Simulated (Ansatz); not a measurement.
Runs of Ansatz 0.2.0 on Ca. Symmetry: I4/mmm, No. 139, tetragonal system. Conventional cell: a = 4.410 Å, b = 4.410 Å, c = 4.392 Å, α = 90.00°, β = 90.00°, γ = 90.00°. Ca (site symmetry 4/mmm) has 8 Ca at 3.81 Å as nearest neighbours. This isn't the form of Ca at room conditions, which is fcc.

```tsv
task	level	potentials or basis	spin	cell	k mesh	cutoff (eV)	smearing	driver	delta	atoms under strain	points for each segment of the path	other keys	gap on the mesh (eV)	pressure (GPa)
ladder of functionals	PBEsol+D3(BJ)	as the typed override names	off	as given	9 × 9 × 9	925	methfessel-paxton 0.1 eV	chain	-	-	-	hamiltonian.pseudopotentials = kind nc, accuracy standard	none	-1.7
projected density of states	revPBE	PseudoDojo PBEsol stringent	off	as given	9 × 9 × 9	925	fermi-dirac 0.01 eV	chain	-	-	-	scf.eigensolver.kind = davidson; basis.precision = f64; …	none	(a)
projected density of states	r2SCAN0	Ansatz PAW	off	as given	6 × 6 × 6	500	fermi-dirac 0.01 eV	-	-	-	-	-	none	1.0
ladder of functionals	exchange-only PBE+D3(BJ)	SPMS NC	off	cell strained at random at fixed volume	7 × 7 × 7	435	fermi-dirac 0.05 eV	-	-	-	-	-	none	1.3
band structure	r2SCAN+D3(BJ)-ATM	JTH PAW	off	cell strained at random at fixed volume	7 × 7 × 7	870	gaussian 0.05 eV	-	-	-	14	scf.convergence.dr2_threshold = 1e-06	none	-0.1
band structure	HSE03	Ansatz PAW	collinear, ferromagnetic start	as given	6 × 6 × 6	420	gaussian 0.02 eV	-	-	-	4	-	none	0.7
```

Task: Fill in the values left out.

Result: (a) 0.6.

Caveats: pairwise dispersion overbinds metals, which lowers pressure and volume (some runs); the thresholds are loose for stress (some runs); the potentials were made for another functional, which shifts forces and pressure (some runs); the PAW data sets come from PBE, with cores solved anew for the run's functional, which leaves a small shift of forces and pressure (some runs); the dispersion damping was fitted for another functional or another form of the correction (some runs).

A gap of «none» marks a metal or a gap under the smearing width.

Runs at the PBE level aren't shown here.
